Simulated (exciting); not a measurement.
Wanted: the native input for an exciting (release sodium) run.

```
Task                                     : single point
Functional                               : PBE
Potentials or basis                      : all-electron LAPW+lo, shipped species files, valence relativity iora*
rgkmax                                   : 9
k mesh                                   : 13 × 13 × 13
Occupations                              : gaussian, width 0.023 eV
Spin                                     : no spin polarisation
outputlevel                              : high
gmaxvr (cutoff of density and potential) : 14 1/bohr
lmaxapw (and lmaxmat)                    : 10
lmaxvr                                   : 8
nempty                                   : 12
Valence relativity                       : iora*
epsengy                                  : 1e-05 Ha
epspot                                   : 1e-05 Ha
maxscl                                   : 60
Muffin-tin radii                         : Cu 2.0 bohr
```

Crystal: Cu.

```
Cu
1.0
     0.00000    1.80750    1.80750
     1.80750    0.00000    1.80750
     1.80750    1.80750    0.00000
Cu
1
Cartesian
  0.0000 0.0000 0.0000
```

One way to write it, as run:

input.xml

```xml
<input>
  <title>Cu</title>
  <structure speciespath="./" tshift="false">
    <crystal scale="1">
      <basevect>0.000000000000 3.415679970261 3.415679970261</basevect>
      <basevect>3.415679970261 0.000000000000 3.415679970261</basevect>
      <basevect>3.415679970261 3.415679970261 0.000000000000</basevect>
    </crystal>
    <species speciesfile="Cu.xml" rmt="2">
      <atom coord="0.000000000000 0.000000000000 0.000000000000"/>
    </species>
  </structure>
  <groundstate do="fromscratch" ngridk="13 13 13" rgkmax="9" gmaxvr="14" lmaxapw="10" lmaxmat="10" lmaxvr="8" xctype="GGA_PBE" stype="Gaussian" swidth="0.00084523" nempty="12" ValenceRelativity="iora*" epsengy="1e-05" epspot="1e-05" maxscl="60" tforce="true" outputlevel="high"/>
  <properties>
    <chargedensityplot>
      <plot3d>
        <box grid="13 13 13">
          <origin coord="0 0 0"/>
          <point coord="1 0 0"/>
          <point coord="0 1 0"/>
          <point coord="0 0 1"/>
        </box>
      </plot3d>
    </chargedensityplot>
    <elfplot>
      <plot3d>
        <box grid="13 13 13">
          <origin coord="0 0 0"/>
          <point coord="1 0 0"/>
          <point coord="0 1 0"/>
          <point coord="0 0 1"/>
        </box>
      </plot3d>
    </elfplot>
    <exccplot>
      <plot3d>
        <box grid="13 13 13">
          <origin coord="0 0 0"/>
          <point coord="1 0 0"/>
          <point coord="0 1 0"/>
          <point coord="0 0 1"/>
        </box>
      </plot3d>
    </exccplot>
  </properties>
</input>
```

Potentials or basis: all-electron LAPW+lo, shipped species files, valence relativity iora*.

Run with:

```bash
$ OMP_NUM_THREADS=1 exciting_smp
```

It gave:

```yaml
Band_gap_on_the_k_mesh: none (metal or under the smearing width)
All_electrons_inside_the_program's_atomic_spheres: Cu 27.36 (radii Cu 2.0 bohr)
```

Run time: 32 s on 1 thread of Arm Neoverse V2, on a shared host, peak memory 0.09 GiB.
